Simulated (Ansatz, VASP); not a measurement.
# Ga4AsP3 (random alloy of the zinc-blende GaP-GaAs line, x = 0.25): VASP beside Ansatz, part 2 of 2

One calculation is typed for both programs; each brings its own data sets. How far apart do they land? Of the first pair: The structure shown is the start of the Ansatz relaxation below; VASP solves that cell, so the two are compared at the walk's first step.

VASP 6.6.1 and Ansatz 0.2.0.

So far: The structure; Ansatz: relaxation, PBE.

### 3. VASP: single point, PBE, start cell, pair 1

Level of this step: PBE; plane waves and PAW (Ga_d, P, As) (VASP).

The same cell, functional, mesh and smearing now go to VASP, with its own data sets.

Lines of VASP's logs that name or quote its potential files are left out, and so is its time.

File INCAR:

```
SYSTEM = Ga4AsP3
PREC = Accurate
ENCUT = 400
EDIFF = 1E-06
NELM = 120
ISMEAR = -1
SIGMA = 0.025
LREAL = Auto
ALGO = Normal
GGA = PE
NBANDS = 336
LORBIT = 11
LWAVE = .FALSE.
LCHARG = .FALSE.
ISIF = 2
LASPH = .TRUE.
GGA_COMPAT = .FALSE.
EFERMI = MIDGAP
NCORE = 2
```

File POSCAR:

```
Ga4AsP3
1.0
   11.1400000000      0.0000000000      0.0000000000
    0.0000000000     11.1400000000      0.0000000000
    0.0000000000      0.0000000000     11.1400000000
Ga P As
32 24 8
Direct
    0.9992459605      0.9999012567      0.9961579892
    0.0008976661      0.2477558348      0.2480969479
    0.2500718133      0.9979892280      0.2509694794
    0.2486624776      0.2500179533      0.9984201077
    0.9993895871      0.9995780969      0.4988599641
    0.9995242370      0.2540125673      0.7456283662
    0.2508976661      0.9984829443      0.7500000000
    0.2466517056      0.2531059246      0.5026301616
    0.9985098743      0.5001615799      0.0018043088
    0.0007809695      0.7522980251      0.2488599641
    0.2492459605      0.4997576302      0.2499281867
    0.2487791741      0.7474236984      0.0009425494
    0.9993177738      0.5001166966      0.4980341113
    0.0012477558      0.7463464991      0.7496588869
    0.2492728905      0.4975134650      0.7524506284
    0.2506912029      0.7510233393      0.5003680431
    0.5006822262      0.9996140036      0.0021095153
    0.4979712747      0.2507809695      0.2494524237
    0.7487073609      0.9989497307      0.2494165171
    0.7494973070      0.2490664273      0.9987522442
    0.4981687612      0.0007809695      0.4994165171
    0.5013464991      0.2482226212      0.7519928187
    0.7480969479      0.0010592460      0.7496678636
    0.7508886894      0.2502333932      0.4974506284
    0.5058886894      0.5017414722      0.0032226212
    0.5010771993      0.7500089767      0.2495870736
    0.7520107720      0.4995062837      0.2531328546
    0.7491561939      0.7477468582      0.0002244165
    0.5073788151      0.5014721724      0.5027468582
    0.4993536804      0.7484290844      0.7507091562
    0.7523967684      0.5005385996      0.7491831239
    0.7473877917      0.7493895871      0.5006373429
    0.1279443447      0.1217773788      0.1234919210
    0.1233662478      0.3759874327      0.3791202873
    0.3739317774      0.1249730700      0.3771095153
    0.3747217235      0.3754578097      0.1232226212
    0.1228725314      0.1224506284      0.6247217235
    0.3759694794      0.1244434470      0.8763824057
    0.3743985637      0.3761041293      0.6250897666
    0.1243177738      0.6243267504      0.1248743268
    0.1259066427      0.8753859964      0.3716606822
    0.3755924596      0.6213375224      0.3750807899
    0.3763195691      0.8738330341      0.1265080790
    0.1248563734      0.8764811490      0.8772441652
    0.3771903052      0.6241741472      0.8756283662
    0.3775314183      0.8718761221      0.6268671454
    0.6296409336      0.3783034111      0.3757899461
    0.6257630162      0.1264272890      0.6272710952
    0.8768312388      0.1223429084      0.8765170557
    0.6242280072      0.6262477558      0.1262477558
    0.6212836625      0.8761041293      0.3757630162
    0.8742010772      0.6227468582      0.3766786355
    0.8763554758      0.8754308797      0.1258886894
    0.6214272890      0.6256642729      0.6263913824
    0.6244434470      0.8739317774      0.8770556553
    0.8759156194      0.6264901257      0.8761310592
    0.1251974865      0.3756732496      0.8774416517
    0.1278366248      0.6202333932      0.6248384201
    0.6207899461      0.1270915619      0.1256912029
    0.8739856373      0.1233842011      0.3739407540
    0.8733303411      0.3795780969      0.1223608618
    0.6218312388      0.3747935368      0.8741113106
    0.8745511670      0.3722172352      0.6212567325
    0.8761220826      0.8767235189      0.6263554758
```

File KPOINTS:

```
Automatic mesh
0
Gamma
1 1 1
0 0 0
```

PAW data sets: Ga_d, P and As (PBE family, release 64).

On the command line:

```sh
mpirun -np 8 vasp_gam
```

Numbers of over 12 decimals in the logs are rounded to 6 here.

What it wrote:

```text
[banner, memory and clock lines left out]
running    8 mpi-ranks, on    1 nodes
[...]
LDA part: xc-table for (Slater+PW92), standard interpolation
 POSCAR, INCAR and KPOINTS ok, starting setup
[...]
entering main loop
       N       E                     dE             d eps       ncg     rms          rms(c)
DAV:   1     0.927090201561E+04    0.92709E+04   -0.20157E+05   720   0.251E+03
DAV:   2     0.218990240980E+04   -0.70810E+04   -0.68504E+04   672   0.707E+02
DAV:   3     0.898310818254E+01   -0.21809E+04   -0.20655E+04   864   0.246E+02
DAV:   4    -0.269398237742E+03   -0.27838E+03   -0.26988E+03   824   0.867E+01
[...]
DAV:  16    -0.278746679429E+03   -0.62740E-05   -0.76663E-05   840   0.362E-02    0.535E-03
DAV:  17    -0.278746680909E+03   -0.14804E-05   -0.16885E-05   608   0.151E-02    0.533E-03
DAV:  18    -0.278746680834E+03    0.74942E-07   -0.14311E-06   424   0.942E-03
   1 F= -.27874668E+03 E0= -.27874668E+03  d E =-.341811E-09
```

OUTCAR, selected parts (step 3):

```text
  Total        0.8608869      1.0148362      1.1128626     -0.7218242      0.3729364      0.1341062
  in kB        0.9977026      1.1761182      1.2897234     -0.8365395      0.4322050      0.1554189
  external PRESSURE =       1.1545147 kB  Pullay stress =       0.0000000 kB

 POSITION                                       TOTAL-FORCE (eV/Angst)
 -----------------------------------------------------------------------------------
     11.13160     11.13890     11.09720         0.155965     -0.081467      0.485455
      0.01000      2.76000      2.76380         0.674549      0.258795     -0.079486
      2.78580     11.11760      2.79580         0.280548      0.163138     -0.156815
      2.77010      2.78520     11.12240         0.648392     -0.568163      0.574278
     11.13320     11.13530      5.55730         0.808442     -0.071620     -0.077637
     11.13470      2.82970      8.30630         0.212030     -1.232475      0.545485
      2.79500     11.12310      8.35500         0.020748      0.066186      0.073807
      2.74770      2.81960      5.59930         0.239457     -0.295097      0.016911
     11.12340      5.57180      0.02010         0.229850      0.981721     -0.264714
      0.00870      8.38060      2.77230        -0.117172     -0.317251      0.109094
      2.77660      5.56730      2.78420         0.043606     -0.144282      0.085253
      2.77140      8.32630      0.01050         0.243085      0.230258     -0.066304
     11.13240      5.57130      5.54810        -0.005608      0.003852     -0.461460
      0.01390      8.31430      8.35120         0.125126      0.318462      0.682587
[...]
-----------------------------------------------------------------------------------
    total drift:                               -0.007679      0.002789     -0.032532

  FREE ENERGIE OF THE ION-ELECTRON SYSTEM (eV)
  ---------------------------------------------------
  free  energy   TOTEN  =      -278.7466808341 eV

  energy  without entropy=     -278.7466808338  energy(sigma->0) =     -278.74668083

[... 2 further parts left out ...]
```

The run ends at a pressure of 0.12 GPa, with forces up to 1.4 eV/Å.

### 4. Side by side

Known differences besides the potentials themselves: the data sets hold 656 valence electrons in Ansatz (on its default PAW (the set named soft_2) files) and 576 in VASP; the cutoff is 420 eV in Ansatz and 400 eV in VASP (PREC = Accurate, projectors in real space). Total energies have different zeros and are not compared.

Forces on 8 of the 64 atoms, those with the largest forces and the largest differences (eV/Å; atoms numbered as in POSCAR):

```tsv
atom	Ansatz x, y, z	VASP x, y, z
Ga4	0.639, -0.557, 0.564	0.648, -0.568, 0.574
Ga6	0.208, -1.213, 0.542	0.212, -1.232, 0.545
Ga9	0.229, 0.961, -0.265	0.230, 0.982, -0.265
Ga13	-0.006, 0.004, -0.439	-0.006, 0.004, -0.461
Ga15	1.136, 0.111, -0.018	1.156, 0.111, -0.018
Ga18	-0.435, 0.588, 0.694	-0.449, 0.598, 0.702
Ga22	-0.822, -0.275, -0.637	-0.830, -0.288, -0.647
Ga24	-0.928, -0.248, 0.062	-0.948, -0.247, 0.061
```

The forces differ by 6.3 meV/Å r.m.s., which is 1.8 % of the r.m.s. force of 0.355 eV/Å (both taken over all components).

### 5. Ansatz: relaxation, PBE

This run makes the geometry at which the two programs are then compared.

The structure compared here is the end of the Ansatz relaxation.

This is the run of step 2 again, met here at its other cell.

### 6. VASP: single point, PBE, relaxed cell, pair 2

The same cell, functional, mesh and smearing now go to VASP, with its own data sets.

INCAR, as its differences from that of step 3:

```diff
@@ -2,3 +2,3 @@
 PREC = Accurate
-ENCUT = 400
+ENCUT = 500
 EDIFF = 1E-06
```

File POSCAR:

```
Ga4AsP3
1.0
   11.1431040000     -0.0000850000     -0.0001950000
   -0.0000850000     11.1435520000      0.0004950000
   -0.0001950000      0.0004950000     11.1426700000
Ga P As
32 24 8
Direct
    0.0008200000      0.9988100000      0.0013400000
    0.0074800000      0.2496400000      0.2496700000
    0.2512700000      0.9992700000      0.2497700000
    0.2541500000      0.2460700000      0.0038800000
    0.0072900000      0.9987300000      0.5005600000
    0.0007500000      0.2430100000      0.7497200000
    0.2502700000      0.9986300000      0.7502800000
    0.2504100000      0.2501000000      0.5005700000
    0.0006300000      0.5069600000      0.0006700000
    0.0005800000      0.7503000000      0.2499700000
    0.2502500000      0.5008700000      0.2502800000
    0.2501000000      0.7503800000      0.0009700000
    0.0004100000      0.4997500000      0.4930900000
    0.0005500000      0.7507300000      0.7568600000
    0.2575800000      0.4993600000      0.7499200000
    0.2544000000      0.7533700000      0.4965600000
    0.4958700000      0.9954200000      0.9970600000
    0.4963800000      0.2531000000      0.2537300000
    0.7500000000      0.9920700000      0.2502200000
    0.7533000000      0.2468000000      0.9973400000
    0.4995800000      0.9992100000      0.4998600000
    0.4957200000      0.2463800000      0.7469400000
    0.7457700000      0.0020100000      0.7528800000
    0.7423100000      0.2495100000      0.4999800000
    0.4968600000      0.5031800000      0.0045200000
    0.4989500000      0.7500800000      0.2497900000
    0.7456700000      0.5028300000      0.2529500000
    0.7488900000      0.7505700000      0.0010400000
    0.4989000000      0.5004300000      0.5006600000
    0.4999500000      0.7504900000      0.7498000000
    0.7497000000      0.5073100000      0.7501900000
    0.7465300000      0.7469900000      0.4974500000
    0.1275000000      0.1225400000      0.1253100000
    0.1282600000      0.3749100000      0.3742200000
    0.3741300000      0.1246000000      0.3761400000
    0.3740600000      0.3758400000      0.1272300000
    0.1283500000      0.1235100000      0.6252000000
    0.3740300000      0.1225200000      0.8744200000
    0.3759400000      0.3738800000      0.6233400000
    0.1263200000      0.6269900000      0.1263600000
    0.1274600000      0.8746800000      0.3732100000
    0.3759000000      0.6250700000      0.3742500000
    0.3741500000      0.8737200000      0.1252900000
    0.1263800000      0.8755900000      0.8773500000
    0.3760600000      0.6269000000      0.8763800000
    0.3759500000      0.8755600000      0.6251200000
    0.6216800000      0.3768800000      0.3761900000
    0.6217200000      0.1234700000      0.6251600000
    0.8760800000      0.1213500000      0.8752400000
    0.6236900000      0.6269200000      0.1263300000
    0.6227200000      0.8727300000      0.3751700000
    0.8739900000      0.6259700000      0.3731800000
    0.8759900000      0.8728000000      0.1244900000
    0.6227400000      0.6260600000      0.6243100000
    0.6237000000      0.8738100000      0.8753100000
    0.8739400000      0.6281000000      0.8773800000
    0.1270700000      0.3739400000      0.8763000000
    0.1270900000      0.6259000000      0.6242800000
    0.6228000000      0.1227500000      0.1254700000
    0.8759200000      0.1237100000      0.3751900000
    0.8759500000      0.3766500000      0.1263400000
    0.6228000000      0.3757600000      0.8743800000
    0.8740900000      0.3748500000      0.6243400000
    0.8741100000      0.8746800000      0.6258700000
```

KPOINTS is that of step 3.

On the command line:

```sh
mpirun -np 8 vasp_gam
```

What it wrote:

```text
[... set-up lines as in an earlier step ...]
 entering main loop
       N       E                     dE             d eps       ncg     rms          rms(c)
DAV:   1     0.102433689945E+05    0.10243E+05   -0.22757E+05   712   0.285E+03
DAV:   2     0.251057058233E+04   -0.77328E+04   -0.74582E+04   672   0.819E+02
DAV:   3     0.876613746193E+02   -0.24229E+04   -0.22811E+04   840   0.277E+02
DAV:   4    -0.261860188468E+03   -0.34952E+03   -0.33272E+03   800   0.971E+01
[...]
DAV:  17    -0.279760168420E+03   -0.28482E-05   -0.29378E-05   728   0.267E-02    0.553E-03
DAV:  18    -0.279760169442E+03   -0.10227E-05   -0.10858E-05   592   0.130E-02    0.411E-03
DAV:  19    -0.279760169511E+03   -0.68729E-07   -0.96778E-07   392   0.220E-02
   1 F= -.27976017E+03 E0= -.27976017E+03  d E =-.465162E-09
```

OUTCAR, selected parts (step 6):

```text
  Total        0.0039099      0.0123351      0.0021782     -0.0069386      0.0071206     -0.0010231
  in kB        0.0045275      0.0142835      0.0025222     -0.0080346      0.0082453     -0.0011847
  external PRESSURE =       0.0071111 kB  Pullay stress =       0.0000000 kB

 POSITION                                       TOTAL-FORCE (eV/Angst)
 -----------------------------------------------------------------------------------
      0.00905     11.13029      0.01543        -0.000060     -0.000176      0.000484
      0.08328      2.78200      2.78211         0.018219     -0.001024     -0.000645
      2.79979     11.13552      2.78355        -0.002847     -0.001738      0.000377
      2.83200      2.74207      0.04331         0.006735     -0.010175      0.009550
      0.08105     11.12965      5.57807         0.017394     -0.001098      0.000945
      0.00819      2.70837      8.35400         0.001580     -0.017061      0.000050
      2.78855     11.12864      8.36057         0.001411      0.001409      0.001064
      2.79023      2.78723      5.57776         0.001280      0.000670     -0.001037
      0.00698      5.64934      0.00772         0.001091      0.016798     -0.000441
      0.00635      8.36113      2.78570        -0.000777     -0.000034     -0.001480
      2.78847      5.58157      2.78899         0.000647     -0.002971      0.001025
      2.78683      8.36188      0.01113         0.001660      0.000428     -0.000043
      0.00443      5.56923      5.49459         0.001055     -0.000584     -0.016521
      0.00592      8.36617      8.43381         0.000397      0.001472      0.016467
[...]
-----------------------------------------------------------------------------------
    total drift:                               -0.003594      0.022004     -0.007266

  FREE ENERGIE OF THE ION-ELECTRON SYSTEM (eV)
  ---------------------------------------------------
  free  energy   TOTEN  =      -279.7601695110 eV

  energy  without entropy=     -279.7601695105  energy(sigma->0) =     -279.76016951

[... 1 part as in an earlier step ...]

[... 1 further part left out ...]
```

The run ends at a pressure of 0.00 GPa, with forces up to 0.018 eV/Å.

### 7. Comparison

What differs besides the data sets and the points named for the pairs above, as far as they apply: the data sets hold 656 valence electrons in Ansatz (on its default PAW (the set named soft_2) files) and 576 in VASP; the cutoff is 420 eV in Ansatz and 500 eV in VASP (PREC = Accurate, projectors in real space). Total energies have different zeros and are not compared.

Compared:

```tsv
quantity	Ansatz	VASP	difference
pressure (GPa)	0.00	0.00	0.00
gap on the k mesh (eV)	1.137	1.135	+0.002
```

The largest component of a force difference here is 18 meV/Å. A gap on the mesh is an upper bound, since the band edges may lie between its points.

### 8. Summary of results

```
r.m.s. force difference (single point, PBE, start cell, pair 1)           : 1.8 % of the r.m.s. force
difference in gap on the k mesh (single point, PBE, relaxed cell, pair 2) : 0.0022 eV
```

The r.m.s. force difference is 1.8 % of the r.m.s. force (single point, PBE, start cell, pair 1), within the 3 % picked in this series as the mark of a large difference. The data sets hold unlike numbers of valence electrons (656 in Ansatz and 576 in VASP), so part of the differences may come from the potentials. Such differences can come from data sets, numerical settings and the points named under the comparisons, not from the functional's error against experiment.

[Lines on the potential files, build, host, timing and source positions are cut from VASP's logs without a mark.]

[Logs are printed without paths, hosts, clocks, repeated set-up lines and the standing remarks that a program may print on its own settings, such as how far it seeks lower states.]

[Hosts, paths, dates, database ids (printed as entryN), source tags and the programs' standing remarks are cut or masked in the printed files.]
